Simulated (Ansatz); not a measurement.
LiF (Griceite):

```xyz
2
Lattice="0.0000 2.0140 2.0140 2.0140 0.0000 2.0140 2.0140 2.0140 0.0000" Properties=species:S:1:pos:R:3 pbc="T T T"
F     2.0140    2.0140    2.0140
Li    0.0000    0.0000    0.0000
```

Base run:

* Program: Ansatz 0.2.0
* Functional: PBE
* Potentials or basis: all-electron LAPW, scalar-relativistic
* Cutoff: 288 eV
* Density cutoff: 1152 eV
* Basis error allowed: 0.001 eV/atom
* k mesh: 11 × 11 × 11
* Occupations: fermi-dirac, width 0.05 eV
* Spin: no spin polarisation

Its results: band gap on the k mesh 9.07 eV, direct; pressure 2.0 GPa.

Q: After a change of settings the same cell gave: band gap on the k mesh 8.82 eV, direct; pressure -6.4 GPa. Which change was it?
A. functional from PBE to LDA
B. potentials or basis from all-electron LAPW, scalar-relativistic to all-electron PAW datasets made for the crystal; k mesh from 11 × 11 × 11 to 8 × 8 × 8
C. functional from PBE to PBEsol

A: A.

LDA binds more tightly than PBE, so the same cell stands under less pressure.

Caveats: an odd mesh through Γ misses points on the zone boundary, where band edges often lie (some runs).

Not every run made on this cell is shown here.
